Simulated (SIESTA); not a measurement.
## MoS2 under changes of volume

One of the cells (17.728 Å³/atom); the others are scaled copies at fixed shape and fractional positions:

```
Mo S
1.0
     1.58000    0.91221    6.15000
    -1.58000    0.91221    6.15000
     0.00000   -1.82443    6.15000
Mo S
1 2
Direct
  0.00000 0.00000 0.00000
  0.41700 0.41700 0.41700
  0.25000 0.25000 0.25000
```

Measurements of this composition are mostly on another form, of space group No. 194.

- Program: SIESTA 5.4.2
- Functional: LDA
- Potentials or basis: PseudoDojo 0.4 standard (LDA files)
- Basis: DZP (energy shift 0.003 Ry; two zetas on semicore shells)
- Grid cutoff: 800 Ry
- Energy shift: 0.003 Ry
- k mesh: 10 × 10 × 10
- Occupations: fermi-dirac, width 0.05 eV
- Spin: no spin polarisation

| volume (Å³/atom) | energy over the lowest point (meV/atom) | pressure (GPa) | gap on the mesh (eV) | largest force (eV/Å) |
| --- | --- | --- | --- | --- |
| 16.664 | 40.67 | 12.2 | 0.89 | 1.760 |
| 17.019 | ? | ? | ? | ? |
| 17.373 | 5.17 | 4.1 | 0.93 | 0.911 |
| 17.728 | 0.00 | 0.6 | 0.94 | 0.535 |
| 18.083 | 2.07 | -2.5 | 0.96 | 0.185 |
| 18.437 | 10.66 | -5.3 | 0.97 | 0.223 |
| 18.792 | 25.13 | -7.8 | 0.98 | 0.517 |

**Question.** What does the run at 17.019 Å³/atom give?

**Answer.** Energy over the lowest point 18.43 meV/atom; pressure 8.0 GPa; gap on the mesh 0.91 eV; largest force 1.319 eV/Å.

Worked out: A Birch-Murnaghan fit of order 3 (a polynomial in V^(-2/3)) to the other rows has its minimum at 17.80 Å³/atom with B0 = V·E''(V) = 161 GPa and B' = 4.4 at fixed shape and positions, which overstates the stiffness. It gives 18.40 meV/atom at 17.019 Å³/atom, against the run's 18.43, and -dE/dV = 7.9 GPa, against 8.0. A straight line through the other rows of the gap, of slope 0.75 eV per unit of ln V, gives 0.91 eV, against the run's 0.91.

Energies are extrapolated to zero smearing.

Caveats: the basis of atomic orbitals isn't converged, which shifts pressures, moduli and gaps; forces of over 1 eV/Å show positions far from the minimum, so gaps and moduli don't describe the material at rest (some runs).

A mesh can miss the band edges. Spin-orbit coupling on Mo is left out.
